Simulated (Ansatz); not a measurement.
# Moving the knobs of a GW run on MgO (Fm-3m)

A base run on MgO (Fm-3m), then changed inputs.

Main program and level: Ansatz 0.2.0; G0W0 on PBE, plane waves, PAW; PAW set soft_1.

This is a report of a sequence of runs, with most program output left out.

### 1. Set-up

It takes space group Fm-3m (No. 225, cubic). Conventional cell: a = 4.194 Å, b = 4.194 Å, c = 4.194 Å, α = 90.00°, β = 90.00°, γ = 90.00°. Nearest to Mg lie 6 O at 2.10 Å. Nearest to O lie 6 Mg at 2.10 Å. Farther neighbours and most contacts between anions are not listed.

The cell and positions are those that the Materials Project relaxed with its own functionals (PBE, PBE+U or r2SCAN), kept fixed.

### 2. The base run: 8×8×8 mesh, 41 empty bands, screening to 100 eV, PAW set soft_1 files

G0W0 replaces the xc potential by the self-energy, built once from these orbitals. Only a window of levels is corrected, while the sums run over the empty bands that the input names. This step takes PAW set soft_1 files.

Contents of input.yaml:

```yaml
crystal:
  lattice:
    - [0.0, 2.0970013927, 2.0970013927]
    - [2.0970013927, 0.0, 2.0970013927]
    - [2.0970013927, 2.0970013927, 0.0]
  atoms:
    - { symbol: Mg, position: [0.0, 0.0, 0.0] }
    - { symbol: O, position: [0.5, 0.5, 0.5] }
kpoints:
  mp_grid: { grid: [8, 8, 8] }
hamiltonian:
  xc: pbe
  pseudopotentials: { kind: paw, azcp: { folder: soft_1 } }
scf:
  occupations: { method: fixed }
gw:
  n_empty_bands: 41
  ecut_chi: 100
  qp_bands: [v2, c2]
  qp_kpoints: band_edges
  screening: { model: contour_deformation }
```

On the command line:

```bash
> ansatz run input.yaml --threads 2 --pin off --max-ram 73728MiB --backend cuda --events-out ev --progress --plain --runs-dir out --devices 1 --max-vram 13GiB
```

Wall time 9.1 s (1 × NVIDIA H100 80GB HBM3 (shared by 6 runs) with 2 threads of AMD EPYC 7R13 (Zen 3), shared host); peak memory 1 GiB.

This step gave:

| Quantity | Value |
| --- | --- |
| bands summed | 49 |
| RPA ε∞ on this mesh (eigenvalues) | 3.033, 3.033, 3.033 |
| plane waves in the screening matrix | 51 |
| q-points in the mesh | 512 |
| G0W0 gap on the mesh | 7.134 eV |
| k of the valence top | 0, 0, 0 |
| k of the conduction bottom | 0, 0, 0 |
| starting gap on the mesh | 4.873 eV |
| Z at the valence top | 0.7952 |
| Z at the conduction bottom | 0.8500 |
| least direct G0W0 gap on the computed points | 7.134 eV |

The gap on the mesh goes from 4.87 eV to 7.13 eV, a correction of +2.26 eV. Between the two edge states, bare exchange in place of the xc potential would open the gap by 10.26 eV, and correlation takes back 8.00 eV.

### 3. Variant: potentials

Other atomic data (norm-conserving) test the pseudisation: the cutoff goes from 420 to 1240 eV, with the same valence electrons.

This step: G0W0 on PBE, plane waves, norm-conserving pseudopotentials.

input.yaml: that of step 2 with these lines changed.

```diff
@@ -12,3 +12,3 @@
   xc: pbe
-  pseudopotentials: { kind: paw, azcp: { folder: soft_1 } }
+  pseudopotentials: { kind: nc }
 scf:
```

Wall time 21 s (1 × NVIDIA H100 80GB HBM3 (shared by 6 runs) with 2 threads); peak memory 0.99 GiB.

The G0W0 gap on the mesh is 7.136 eV.

Against the base:

| setting | base | variant |
| --- | --- | --- |
| files | PAW set soft_1 | norm-conserving |

| quantity | variant | base |
| --- | --- | --- |
| starting gap on the mesh | 4.875 | 4.873 |
| G0W0 gap on the mesh | 7.136 | 7.134 |
| least direct G0W0 gap on the computed points | 7.136 | 7.134 |
| Z at the valence top | 0.795 | 0.795 |
| Z at the conduction bottom | 0.850 | 0.850 |

### 4. Variant: potentials

This step: G0W0 on PBE, plane waves, PAW.

input.yaml: that of step 3 with these lines changed.

```diff
@@ -12,3 +12,3 @@
   xc: pbe
-  pseudopotentials: { kind: nc }
+  pseudopotentials: { kind: paw, source: ansatz }
 scf:
```

Wall time 19 s (1 × NVIDIA H100 80GB HBM3 (shared by 6 runs) with 2 threads); peak memory 1 GiB.

The G0W0 gap on the mesh is 7.138 eV.

Against the base:

| setting | base | variant |
| --- | --- | --- |
| files | PAW set soft_1 | hard PAW |

| quantity | variant | base |
| --- | --- | --- |
| starting gap on the mesh | 4.866 | 4.873 |
| G0W0 gap on the mesh | 7.138 | 7.134 |
| least direct G0W0 gap on the computed points | 7.138 | 7.134 |
| Z at the valence top | 0.795 | 0.795 |
| Z at the conduction bottom | 0.850 | 0.850 |

### 5. Variant: frequency model

A plasmon pole stands in for the full frequency dependence of the screening; this run shows what that costs in accuracy.

This step: G0W0 on PBE, plane waves, PAW; PAW set soft_1.

input.yaml, the sections that differ from step 4:

```yaml
hamiltonian:
  xc: pbe
  pseudopotentials: { kind: paw, azcp: { folder: soft_1 } }
gw:
  n_empty_bands: 41
  ecut_chi: 100
  qp_bands: [v2, c2]
  qp_kpoints: band_edges
  screening: { model: godby_needs }
# crystal, kpoints, scf: as in step 4
```

It took 11 s on 1 × NVIDIA H100 80GB HBM3 (shared by 6 runs) with 2 threads; peak memory 1 GiB.

The G0W0 gap on the mesh is 7.134 eV.

Against the base:

| setting | base | variant |
| --- | --- | --- |
| frequency model | contour deformation | plasmon pole |

| quantity | variant | base |
| --- | --- | --- |
| starting gap on the mesh | 4.873 | 4.873 |
| G0W0 gap on the mesh | 7.134 | 7.134 |
| least direct G0W0 gap on the computed points | 7.134 | 7.134 |
| Z at the valence top | 0.812 | 0.795 |
| Z at the conduction bottom | 0.860 | 0.850 |

### 6. Summary of results

```
base            : 7.13 eV, 9.1 s
potentials      : 7.14 eV, 21 s
potentials      : 7.14 eV, 19 s
frequency model : 7.13 eV, 11 s
```

What this shows: Potentials: the gap moves by +0.002 eV and the time by a factor of 2.3 (the plane-wave cutoff goes from 420 to 1240 eV). Potentials: the gap moves by +0.004 eV and the time by a factor of 2.1 (the plane-wave cutoff goes from 420 to 930 eV). Frequency model: the gap moves by +0.0005 eV. All runs here use a coarse mesh and modest cutoffs; they test settings and are not final values.

[Paths, hosts, dates, memory and timing lines, banners, echoed tables and standing remarks are left out of the program output.]

[Logs are printed without paths, hosts, clocks, repeated set-up lines and the standing remarks that a program may print on its own settings, such as how far it seeks lower states.]

[Runs of the session that timed out or met a known fault of the program may be left out.]

[Cells called generated may have been cut or substituted from an entry of the Crystallography Open Database or the Materials Project.]

[Hosts, paths, dates, database ids (printed as entryN), source tags and the programs' standing remarks are cut or masked in the printed files.]
